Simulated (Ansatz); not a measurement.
# Au under changes of volume

One of the cells (16.855 Å³/atom); the others are scaled copies at fixed shape and fractional positions:

```
CELL_PARAMETERS angstrom
0.00000 2.03500 2.03500
2.03500 0.00000 2.03500
2.03500 2.03500 0.00000
ATOMIC_POSITIONS crystal
Au 0.00000 0.00000 0.00000
```

```yaml
Program: Ansatz 0.2.0
Functional: LC-wPBE
Potentials_or_basis: Ansatz PAW
Cutoff: "420 eV (not typed: the program's choice for these potentials)"
k_mesh: 6 × 6 × 6
Occupations: fermi-dirac, width 0.05 eV
Spin: no spin polarisation
```

```tsv
volume (Å³/atom)	energy over the lowest point (meV/atom)	pressure (GPa)
15.843	74.25	18.6
16.181	40.95	13.2
16.518	18.37	8.4
16.855	5.08	4.3
17.192	0.00	0.6
17.529	2.06	-2.6
17.866	?	?
```

Task: What does the run at 17.866 Å³/atom give?

Result: Energy over the lowest point 10.48 meV/atom; pressure -5.4 GPa.

Worked out: A Birch-Murnaghan fit of order 3 (a polynomial in V^(-2/3)) to the other rows has its minimum at 17.26 Å³/atom with B0 = V·E''(V) = 170 GPa and B' = 5.7. It gives 10.43 meV/atom at 17.866 Å³/atom, against the run's 10.48, and -dE/dV = -5.3 GPa, against -5.4.

Energies are extrapolated to zero smearing.

Caveats: all runs use coarse meshes; the PAW data sets come from PBE, with cores solved anew for the run's functional, which leaves a small shift of forces and pressure; the thresholds are loose for stress.
